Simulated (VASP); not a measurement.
Wanted: the native input for a VASP 6.6.1 run.

```yaml
Task: single point
Functional: PBEsol
Potentials_or_basis: VASP PAW PBE potentials, release 64 (Fe, Ge_d)
Cutoff: 350 eV
k_mesh: 2 × 2 × 2
Occupations: gaussian, width 0.03 eV
Spin: collinear spin, ferromagnetic start
Starting_moments: "[4.0, 0.0, 0.0, 0.0, 0.0, 0.0, 0.0, 0.0, 0.0, 0.0, 0.0, 0.0, 0.0, 0.0, 0.0, 0.0, 0.0, 0.0, 0.0, 0.0, 0.0, 0.0, 0.0, 0.0] μB"
Hubbard_terms: Fe d U = 4 eV
Dq: 0
Further_INCAR_settings: LREAL = Auto; ALGO = Normal; EDIFF = 1e-05; NBANDS = 187
```

The structure of FeGe23 (a cell with a defect) lies in POSCAR:

```
FeGe23
1.0
    0.0000000000      8.4863100000      8.4863100000
    5.6575400000      0.0000000000      5.6575400000
    5.6575400000      5.6575400000      0.0000000000
Fe Ge
1 23
Direct
    0.0000000000      0.0000000000      0.0000000000
    0.0000000000      0.0000000000      0.5000000000
    0.0000000000      0.5000000000      0.0000000000
    0.0000000000      0.5000000000      0.5000000000
    0.3333330000      0.0000000000      0.0000000000
    0.3333330000      0.0000000000      0.5000000000
    0.3333330000      0.5000000000      0.0000000000
    0.3333330000      0.5000000000      0.5000000000
    0.6666670000      0.0000000000      0.0000000000
    0.6666670000      0.0000000000      0.5000000000
    0.6666670000      0.5000000000      0.0000000000
    0.6666670000      0.5000000000      0.5000000000
    0.0833333333      0.1250000000      0.1250000000
    0.0833333333      0.1250000000      0.6250000000
    0.0833333333      0.6250000000      0.1250000000
    0.0833333333      0.6250000000      0.6250000000
    0.4166663333      0.1250000000      0.1250000000
    0.4166663333      0.1250000000      0.6250000000
    0.4166663333      0.6250000000      0.1250000000
    0.4166663333      0.6250000000      0.6250000000
    0.7500003333      0.1250000000      0.1250000000
    0.7500003333      0.1250000000      0.6250000000
    0.7500003333      0.6250000000      0.1250000000
    0.7500003333      0.6250000000      0.6250000000
```

The input as run:

INCAR

```
ALGO = Normal ; EDIFF = 1E-5
ENCUT = 350 ; GGA = PS
ISIF = 2 ; ISMEAR = 0
ISPIN = 2 ; KPAR = 2
LASPH = True ; LCHARG = False
LDAU = True ; LDAUJ = 0 0
LDAUL = 2 -1 ; LDAUPRINT = 1
LDAUTYPE = 2 ; LDAUU = 4 0
LMAXMIX = 4 ; LORBIT = 11
LREAL = Auto ; LWAVE = False
MAGMOM = 4 0 0 0 0 0 0 0 0 0 0 0 0 0 0 0 0 0 0 0 0 0 0 0 ; NBANDS = 187
NELM = 120 ; PREC = Accurate
SIGMA = 0.03
```

KPOINTS

```
k-points
0
Gamma
  2 2 2
```

Potentials or basis: VASP PAW PBE potentials, release 64 (Fe, Ge_d).

The run is started by

```sh
$ cat potpaw_PBE.64/Fe/POTCAR potpaw_PBE.64/Ge_d/POTCAR > POTCAR
$ mpirun -np 4 vasp_std > vasp.out
```

It gave:

* Largest force: 0.421 eV/Å
* Band gap on the k mesh: none (metal or under the smearing width)
* Net moment: 2.75 μB per cell
* Site moments: Fe +2.99; Ge -0.00, +0.00, -0.01, -0.06, -0.05 μB
* Valence electrons inside the program's atomic spheres: Fe 7.01; Ge 12.40, 12.41, 12.39, 12.42

Caveat: the k mesh is coarse (spacing up to 0.48 Å⁻¹), so the values aren't converged; the PAW data sets were made with another functional, which shifts forces and pressure a little; the U is typed as a test and isn't derived for this compound.

Run time: 16 min on 4 MPI ranks on AMD EPYC 9R45 96-Core Processor (Zen 5), on a shared host, peak memory 0.54 GiB a rank.
